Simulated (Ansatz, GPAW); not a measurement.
# Ballistic transport through a Nb chain with one Sn atom in line, cheap and dear, part 3 of 3

How well does a Nb chain with one Sn atom in line conduct at low bias, and how far do basis and functional move the answer?

GPAW 26.7.0 and Ansatz 0.2.0; Ansatz plane waves; Landauer transmission by layers, zero bias (the session's first sound run).

So far, transmission at the Fermi level (one spin): step 2 (plane-wave reference (PBE)) 2.74; step 4 (GPAW, dzp, PBE, GPAW) 2.75; step 5 (single-zeta polarised basis, PBE, GPAW) 2.73. Also open channels of the lead at the Fermi level (one spin): step 2 6.

### 6. Minimal basis

Level of this step: GPAW LCAO, PAW setups; Landauer transmission from Green's functions with principal layers (ASE), zero bias (GPAW).

The minimal basis is the cheapest rung: no second zeta and no polarisation.

Input file run.py:

```python
import json
import numpy as np
from ase import Atoms
from ase.transport.calculators import TransportCalculator
from gpaw import GPAW, FermiDirac
from gpaw.lcao.tools import get_lcao_hamiltonian
from scipy.linalg import eigh

# The junction with lead layers at both ends, along the third cell vector
device = Atoms(
    ['Nb', 'Nb', 'Nb', 'Nb', 'Nb', 'Nb', 'Nb', 'Sn', 'Nb', 'Nb', 'Nb', 'Nb', 'Nb', 'Nb', 'Nb'],
    positions=[
        [4.50000, 4.50000, 1.17500],
        [4.50000, 4.50000, 3.52500],
        [4.50000, 4.50000, 5.87500],
        [4.50000, 4.50000, 8.22500],
        [4.50000, 4.50000, 10.57500],
        [4.50000, 4.50000, 12.92500],
        [4.50000, 4.50000, 15.27500],
        [4.50000, 4.50000, 17.79260],
        [4.50000, 4.50000, 20.31020],
        [4.50000, 4.50000, 22.66020],
        [4.50000, 4.50000, 25.01020],
        [4.50000, 4.50000, 27.36020],
        [4.50000, 4.50000, 29.71020],
        [4.50000, 4.50000, 32.06020],
        [4.50000, 4.50000, 34.41020]],
    cell=[[9.0, 0.0, 0.0], [0.0, 9.0, 0.0], [0.0, 0.0, 35.5852]],
    pbc=True)

# One principal layer of the lead: the first 5 atoms of the device
lead = Atoms(
    ['Nb', 'Nb', 'Nb', 'Nb', 'Nb'],
    positions=[
        [4.50000, 4.50000, 1.17500],
        [4.50000, 4.50000, 3.52500],
        [4.50000, 4.50000, 5.87500],
        [4.50000, 4.50000, 8.22500],
        [4.50000, 4.50000, 10.57500]],
    cell=[[9.0, 0.0, 0.0], [0.0, 9.0, 0.0], [0.0, 0.0, 11.75]],
    pbc=True)

settings = dict(mode='lcao', basis='sz(dzp)', xc='PBE', h=0.2,
                occupations=FermiDirac(0.1), maxiter=250,
                mixer=dict(beta=0.1, nmaxold=8, weight=100.0),
                convergence=dict(density=0.0001))
energies = np.arange(-2, 2 + 1e-9, 0.05)
eta = 0.0001
n1, n2 = 1, 1
# k and -k transmit alike, so half of the mesh across the current serves
mesh = [(i, j) for i in range(n1) for j in range(n2) if (i, j) <= (-i % n1, -j % n2)]
weights = np.array([1 if (i, j) == (-i % n1, -j % n2) else 2 for i, j in mesh]) / (n1 * n2)

# [... helper functions left out ...]
fermi_lead = ground_state(lead, (1, 1, 10), 'lead.txt')
fermi_device = ground_state(device, (1, 1, 2), 'device.txt')
# [... loop over the mesh left out, but for ...]
        # Shift the lead onto the potential of the device's first layer
        shift = ((H[:, 0, 0] - H0[:, 0, 0]) / S0[0, 0]).real.mean()
# [...]
kT = 8.617333e-5 * 300
bias = [0.1, 0.2, 0.5, 1.0, 1.5, 2.0]
# [... integrals and printing left out ...]
```

Started as:

```sh
$ OMP_NUM_THREADS=1 OPENBLAS_NUM_THREADS=2 python run.py
```

The program printed:

```text
basis functions: device 191, principal layer 65
Fermi level: lead -2.6646 eV, device -2.6775 eV; lead shifted by -0.0103 eV
largest coupling past the next layer 2.93e-07 eV, largest misfit of the first layer 0.024 eV
  E-E_F (eV)   T (one spin)  [channel counts left out]
    -2.000    1.2320e+00
    -1.950    1.2621e+00
    -1.900    1.2949e+00
[...]
1.950    8.0956e-01
     2.000    7.1885e-01
conductance at 300 K: 2.7113 G0 a cell; thermopower -0.6248 uV/K
current from the zero-bias T(E) at 0.1 V: 21.001 uA
current from the zero-bias T(E) at 0.2 V: 41.966 uA
current from the zero-bias T(E) at 0.5 V: 104.28 uA
current from the zero-bias T(E) at 1.0 V: 204.01 uA
current from the zero-bias T(E) at 1.5 V: 295.26 uA
current from the zero-bias T(E) at 2.0 V: 376.27 uA
```

The job ended after 1.8 min (2 threads of Arm Neoverse V2, shared host; peak memory 1.3 GiB).

Numbers from this step:

| Quantity | Value |
| --- | --- |
| conductance | 2.711 G₀ |
| largest coupling past the next principal layer | 2.93e-7 eV |
| largest misfit of the first principal layer | 0.02423 eV |
| shift that aligns the lead | -0.01033 eV |
| basis functions of the junction | 191 |
| basis functions of a principal layer | 65 |
| transmission at the Fermi level (one spin) | 2.714 |

One spin. The transmission, zone mean by energy, zero at the Fermi level:

energy (eV), transmission, zone mean and a bar from the least value:
```
   -2.000       1.23 ########
   -1.800       1.37 ##########
   -1.600       1.52 ############
   -1.400       1.65 ##############
   -1.200       1.74 ###############
   -1.000       1.89 ##################
   -0.800       2.09 ####################
   -0.600       2.30 ########################
   -0.400       2.49 ##########################
   -0.200       2.63 #############################
    0.000       2.71 ##############################
    0.100       2.73 ##############################
    0.200       2.72 ##############################
    0.400       2.64 #############################
    0.600       2.47 ##########################
    0.800       2.26 #######################
    1.000       2.03 ####################
    1.200       1.81 ################
    1.400       1.58 #############
    1.600       1.34 #########
    1.800       1.06 #####
    2.000       0.72
```

The conductance, 2.71 G₀, lies 1.3 % below that of the dzp run.

### 7. LDA in the dzp basis: xc = "LDA"

Back in the dzp basis, the functional changes from PBE to LDA, to set the spread between functionals beside that between bases.

Changes to run.py since step 6:

```diff
@@ -42,3 +42,3 @@
 
-settings = dict(mode='lcao', basis='sz(dzp)', xc='PBE', h=0.2,
+settings = dict(mode='lcao', basis='dzp', xc='LDA', h=0.2,
                 occupations=FermiDirac(0.1), maxiter=250,
```

The program printed:

```text
basis functions: device 429, principal layer 145
Fermi level: lead -2.6332 eV, device -2.6632 eV; lead shifted by -0.0102 eV
largest coupling past the next layer 1.93e-07 eV, largest misfit of the first layer 0.023 eV
  E-E_F (eV)   T (one spin)  [channel counts left out]
    -2.000    1.1953e+00
    -1.950    1.2195e+00
    -1.900    1.2461e+00
[...]
1.950    6.0614e-01
     2.000    6.0342e-01
conductance at 300 K: 2.7519 G0 a cell; thermopower -0.0471 uV/K
current from the zero-bias T(E) at 0.1 V: 21.315 uA
current from the zero-bias T(E) at 0.2 V: 42.591 uA
current from the zero-bias T(E) at 0.5 V: 105.76 uA
current from the zero-bias T(E) at 1.0 V: 206.07 uA
current from the zero-bias T(E) at 1.5 V: 295.4 uA
current from the zero-bias T(E) at 2.0 V: 371.69 uA
```

Wall time 3.3 min (2 threads); peak memory 1.5 GiB.

This step gave:

- conductance: 2.752 G₀
- largest coupling past the next principal layer: 1.93e-7 eV
- largest misfit of the first principal layer: 0.02251 eV
- shift that aligns the lead: -0.01016 eV
- basis functions of the junction: 429
- basis functions of a principal layer: 145
- transmission at the Fermi level (one spin): 2.755

One spin. Table of transmission, zone mean by energy, zero at the Fermi level:

```csv
energy (eV),"transmission, zone mean"
-2.000,1.20
-1.800,1.31
-1.600,1.45
-1.400,1.56
-1.200,1.70
-1.000,1.87
-0.800,2.11
-0.600,2.37
-0.400,2.59
-0.200,2.71
0.000,2.75
0.200,2.71
0.400,2.57
0.600,2.31
0.800,2.02
1.000,1.75
1.200,1.50
1.400,1.21
1.600,0.888
1.800,0.616
2.000,0.603
```

The conductance equals that of the dzp run to 0.2 %.

### 8. The ladder

Times are for 2 threads of Arm Neoverse V2, shared host. The series side by side:

```csv
no.,run,conductance (G₀),time,memory (GiB)
1,dzp,2.748,3.4 min,1.5
2,szp,2.730,2.2 min,1.4
3,sz,2.711,1.8 min,1.3
4,dzp LDA,2.752,3.3 min,1.5
```

### 9. Comparison

The curves are compared point by point over the common energies.

This step: comparison of transmission and cost over codes and levels (GPAW 26.7.0).

Ladder, by row:

```csv
step,code,T at the Fermi level (sum over the listed spins),conductance (G0),r.m.s. T(E) from the first,wall time (s),peak memory (GiB),threads
pw-pbe,Ansatz,2.741,-,0,2551,3.355,2
pw-low,Ansatz,2.724,-,0.03769,82.6,1.402,2
dzp,GPAW,2.751,2.748,0.04791,205.1,1.47,2
szp,GPAW,2.732,2.73,0.1207,131.9,1.37,2
sz,GPAW,2.714,2.711,0.1854,109.3,1.3,2
dzp-LDA,GPAW,2.755,2.752,0.04324,200,1.47,2
```

Transmission, zone mean, sum over the listed spins against energy, zero at the Fermi level:

```csv
energy (eV),pw-pbe,pw-low,dzp,szp,sz,dzp-LDA
-2.000,1.21,1.27,1.21,1.21,1.23,1.20
-1.800,1.33,1.40,1.33,1.34,1.37,1.31
-1.600,1.49,1.54,1.47,1.48,1.52,1.45
-1.400,1.63,1.63,1.58,1.61,1.65,1.56
-1.200,1.77,1.76,1.71,1.71,1.74,1.70
-1.000,1.94,1.96,1.91,1.87,1.89,1.87
-0.800,2.17,2.19,2.12,2.07,2.09,2.11
-0.600,2.41,2.40,2.37,2.29,2.30,2.37
-0.400,2.59,2.55,2.57,2.49,2.49,2.59
-0.200,2.69,2.66,2.7,2.65,2.63,2.71
0.000,2.74,2.72,2.75,2.73,2.71,2.75
0.050,2.74,2.73,2.75,2.74,2.72,2.75
0.100,2.74,2.73,2.74,2.74,2.73,2.75
0.200,2.71,2.70,2.71,2.73,2.72,2.71
0.400,2.56,2.55,2.56,2.62,2.64,2.57
0.600,2.31,2.33,2.30,2.42,2.47,2.31
0.800,2.04,2.09,2.01,2.18,2.26,2.02
1.000,1.78,1.84,1.74,1.94,2.03,1.75
1.200,1.52,1.58,1.47,1.71,1.81,1.50
1.400,1.25,1.31,1.19,1.46,1.58,1.21
1.600,0.964,1.01,0.847,1.20,1.34,0.888
1.800,0.620,0.621,0.612,0.872,1.06,0.616
2.000,0.610,0.613,0.598,0.584,0.719,0.603
```

### 10. Mixing 0.25, grid spacing 0.16: beta = 0.25, nmaxold = 12, h = 0.16 and temperature = 1000

Mixing changes the road to self-consistency, not its end. The mixing history changes the road to self-consistency, not its end. The real-space grid carries density and potential; a coarse one breaks translation symmetry along the lead and scatters electrons that should pass. Temperature enters only through the Fermi window.

This step: GPAW LCAO, PAW setups; Landauer transmission from Green's functions with principal layers (ASE), zero bias (GPAW 26.7.0).

Changes to run.py since step 7:

```diff
@@ -42,5 +42,5 @@
 
-settings = dict(mode='lcao', basis='dzp', xc='LDA', h=0.2,
+settings = dict(mode='lcao', basis='dzp', xc='PBE', h=0.16,
                 occupations=FermiDirac(0.1), maxiter=250,
-                mixer=dict(beta=0.1, nmaxold=8, weight=100.0),
+                mixer=dict(beta=0.25, nmaxold=12, weight=100.0),
                 convergence=dict(density=0.0001))
@@ -60,3 +60,3 @@
 # [...]
-kT = 8.617333e-5 * 300
+kT = 8.617333e-5 * 1000
 bias = [0.1, 0.2, 0.5, 1.0, 1.5, 2.0]
```

The program printed:

```text
basis functions: device 429, principal layer 145
Fermi level: lead -2.3981 eV, device -2.4280 eV; lead shifted by -0.0103 eV
largest coupling past the next layer 3.08e-07 eV, largest misfit of the first layer 0.022 eV
  E-E_F (eV)   T (one spin)  [channel counts left out]
    -2.000    1.2088e+00
    -1.950    1.2347e+00
    -1.900    1.2629e+00
    -1.850    1.2934e+00
    -1.800    1.3259e+00
    -1.750    1.3598e+00
    -1.700    1.3946e+00
    -1.650    1.4296e+00
    -1.600    1.4643e+00
    -1.550    1.4979e+00
    -1.500    1.5296e+00
    -1.450    1.5531e+00
    -1.400    1.5793e+00
    -1.350    1.6078e+00
    -1.300    1.6387e+00
    -1.250    1.6724e+00
[...]
1.650    7.4764e-01
     1.700    6.1937e-01
     1.750    6.1547e-01
     1.800    6.1168e-01
     1.850    6.0799e-01
     1.900    6.0459e-01
     1.950    6.0144e-01
     2.000    5.9850e-01
conductance at 1000 K: 2.7215 G0 a cell; thermopower -0.07476 uV/K
current from the zero-bias T(E) at 0.1 V: 21.079 uA
current from the zero-bias T(E) at 0.2 V: 42.112 uA
current from the zero-bias T(E) at 0.5 V: 104.5 uA
current from the zero-bias T(E) at 1.0 V: 203.44 uA
current from the zero-bias T(E) at 1.5 V: 292.1 uA
current from the zero-bias T(E) at 2.0 V: 368.57 uA
```

It took 6.3 min on 2 threads; peak memory 3 GiB.

Numbers from this step:

```
conductance                                    : 2.721 G₀
largest coupling past the next principal layer : 3.08e-7 eV
largest misfit of the first principal layer    : 0.02244 eV
shift that aligns the lead                     : -0.01025 eV
transmission at the Fermi level (one spin)     : 2.750
```

One spin. Table of transmission, zone mean by energy, zero at the Fermi level:

energy (eV), transmission, zone mean and a bar from the least value:
```
   -2.000       1.21 #########
   -1.800       1.33 ##########
   -1.600       1.46 ############
   -1.400       1.58 ##############
   -1.200       1.71 ###############
   -1.000       1.88 ##################
   -0.800       2.12 #####################
   -0.600       2.37 #########################
   -0.400       2.57 ############################
   -0.200       2.70 #############################
    0.000       2.75 ##############################
    0.200       2.71 #############################
    0.400       2.55 ###########################
    0.600       2.30 ########################
    0.800       2.01 ####################
    1.000       1.74 ################
    1.200       1.48 ############
    1.400       1.19 ########
    1.600       0.85 ###
    1.800       0.61 
    2.000       0.60
```

Not self-consistent under bias; the bias window is split evenly. Current through one cell, from the zero-bias transmission against bias:

```csv
bias (V),"current through one cell, from the zero-bias transmission (μA)"
0.100,21.1
0.200,42.1
0.500,104
1.000,203
1.500,292
2.000,369
```

Transmission of the three most open eigenchannels against energy, zero at the Fermi level:

```csv
energy (eV),channel 1,channel 2,channel 3
-2.000,0.974,0.117,0.117
-1.800,0.957,0.185,0.185
-1.600,0.935,0.265,0.265
-1.400,0.893,0.343,0.343
-1.200,0.859,0.425,0.425
-1.000,0.834,0.525,0.525
-0.800,0.816,0.651,0.651
-0.600,0.805,0.782,0.782
-0.400,0.890,0.890,0.791
-0.200,0.962,0.962,0.774
0.000,0.996,0.996,0.754
0.200,0.986,0.986,0.736
0.400,0.917,0.917,0.719
0.600,0.796,0.796,0.703
0.800,0.687,0.660,0.660
1.000,0.672,0.532,0.532
1.200,0.656,0.408,0.408
1.400,0.640,0.272,0.272
1.600,0.623,0.111,0.111
1.800,0.607,0.00463,1.0e-4
2.000,0.593,0.00513,3.4e-8
```

With these changes, and at 1000 K in place of 300 K, the conductance is 2.72 G₀ against 2.75 in the dzp run; T at the Fermi level, which temperature doesn't enter, is 2.75 against 2.75.

### 11. A second varied run

A last run, with other settings again.

Changes to run.py since step 10:

```diff
@@ -42,5 +42,5 @@
 
-settings = dict(mode='lcao', basis='dzp', xc='PBE', h=0.16,
-                occupations=FermiDirac(0.1), maxiter=250,
-                mixer=dict(beta=0.25, nmaxold=12, weight=100.0),
+settings = dict(mode='lcao', basis='dzp', xc='PBE', h=0.5,
+                occupations=FermiDirac(0.1), maxiter=75,
+                mixer=dict(beta=0.1, nmaxold=8, weight=100.0),
                 convergence=dict(density=0.0001))
@@ -60,3 +60,3 @@
 # [...]
-kT = 8.617333e-5 * 1000
+kT = 8.617333e-5 * 300
 bias = [0.1, 0.2, 0.5, 1.0, 1.5, 2.0]
```

The program printed:

```text
basis functions: device 429, principal layer 145
Fermi level: lead -2.3843 eV, device -2.4170 eV; lead shifted by -0.0116 eV
largest coupling past the next layer 2.92e-07 eV, largest misfit of the first layer 0.171 eV
  E-E_F (eV)   T (one spin)  [channel counts left out]
    -2.000    1.2040e+00
    -1.950    1.1952e+00
    -1.900    1.1956e+00
    -1.850    1.2036e+00
    -1.800    1.2184e+00
    -1.750    1.2395e+00
    -1.700    1.2661e+00
    -1.650    1.2975e+00
    -1.600    1.3328e+00
    -1.550    1.3704e+00
    -1.500    1.4064e+00
    -1.450    1.2950e+00
    -1.400    1.4882e+00
    -1.350    1.5478e+00
    -1.300    1.6299e+00
    -1.250    1.6458e+00
[...]
1.650    5.9521e-01
     1.700    5.8929e-01
     1.750    5.8365e-01
     1.800    5.7788e-01
     1.850    5.7182e-01
     1.900    5.6531e-01
     1.950    5.5742e-01
     2.000    5.4504e-01
conductance at 300 K: 2.662 G0 a cell; thermopower 4.764 uV/K
current from the zero-bias T(E) at 0.1 V: 20.503 uA
current from the zero-bias T(E) at 0.2 V: 40.494 uA
current from the zero-bias T(E) at 0.5 V: 101.7 uA
current from the zero-bias T(E) at 1.0 V: 198.44 uA
current from the zero-bias T(E) at 1.5 V: 286.17 uA
current from the zero-bias T(E) at 2.0 V: 360.93 uA
```

It took 3.5 min on 2 threads; peak memory 0.53 GiB.

The run finished. A setting was moved off its sound value on purpose, so it serves as a test and not as the result.

The fault put into the input: a grid far too coarse (h = 0.5).

Side by side:

```csv
quantity,this run,sound run,difference
conductance (G₀),2.6620,2.7478,-0.0858
largest coupling past the next principal layer (eV),2.924e-7,3.078e-7,-1.5e-8
largest misfit of the first principal layer (eV),0.17103,0.022556,0.148
shift that aligns the lead (eV),-0.011586,-0.010233,-0.00135
transmission at the Fermi level (one spin),2.7027,2.7507,-0.0480
```

The two runs differ clearly in the largest misfit of the first principal layer: 0.171 eV against 0.0226 eV.

### 12. Results

```json
{
 "conductance": "2.75 G₀",
 "transmission at the Fermi level, mean of the spins": "2.75",
 "thermopower": "about 0 (under 1.5 μV/K)"
}
```

What this shows: In the dzp basis the junction conducts 2.75 G₀ at 300 K, with T = 2.75 a spin at the Fermi level; the sz basis reaches that conductance within 10 %. Plane waves (PBE) give T = 2.74 there. At the Fermi level the three most open eigenchannels pass 1.00, 1.00 and 0.76. Measured against the first run (pw-pbe), the nearest curve is that of pw-low (r.m.s. 0.038) and the farthest that of sz (0.19). Over the compared runs wall time goes from 83 s (pw-low) to 2551 s (pw-pbe), on a shared host. The geometry was built from estimated bond lengths and not relaxed, so the numbers describe this model structure. The run had no spin polarisation, so a magnetic state, which chains and small molecules with open shells often have, wasn't tested. Spin-orbit coupling is left out, which matters for the heavy atoms here. An evenly spaced straight chain is an idealisation: free chains tend to dimerise, zigzag or, where a band edge lies near the Fermi level, turn magnetic. The currents use the zero-bias T(E) throughout, which holds only while the bias is small against the distance to the nearest feature. The energy step is wider than the thermal energy, so the conductance and thermopower rest on interpolation of T(E).

[Logs are printed without paths, hosts, clocks, repeated set-up lines and the standing remarks that a program may print on its own settings, such as how far it seeks lower states.]

[Hosts, paths, dates, database ids (printed as entryN), source tags and the programs' standing remarks are cut or masked in the printed files.]
